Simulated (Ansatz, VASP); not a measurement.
# PbSe in VASP and in Ansatz

```
Pb Se
1.0
     0.00000    3.06710    3.06710
     3.06710    0.00000    3.06710
     3.06710    3.06710    0.00000
Pb Se
1 1
Cartesian
  0.0000 0.0000 0.0000
  3.0671 3.0671 3.0671
```

Alike in both runs: functional PBE; dispersion D3(BJ); k mesh 10 × 10 × 10; occupations gaussian, width 0.01 eV; no spin polarisation.

Ansatz relaxed the structure, and its values are those at the end. VASP's run is a single point on that final structure, the one shown.

|  | VASP | Ansatz |
| --- | --- | --- |
| version | VASP 6.6.1 | Ansatz 0.2.0 |
| potentials or method | VASP PAW PBE potentials, release 64 (Pb_d, Se) | scalar-relativistic, plane waves, PAW |
| plane-wave cutoff (eV) | 520 | 420 |
| valence electrons in the cell | 20 | 30 |

```tsv
	VASP	Ansatz	Ansatz less VASP
gap on the k mesh at the Fermi level (eV)	0.31	0.31	-0.005
least direct gap on the mesh (eV)	0.31	0.31	-0.005
pressure (GPa)	0.0	0.0	+0.01
```

The two sets of potentials don't hold the same shells in valence.

Caveats: spin-orbit coupling is left out, which as a rule narrows the gap of such compounds by several tenths of an eV.
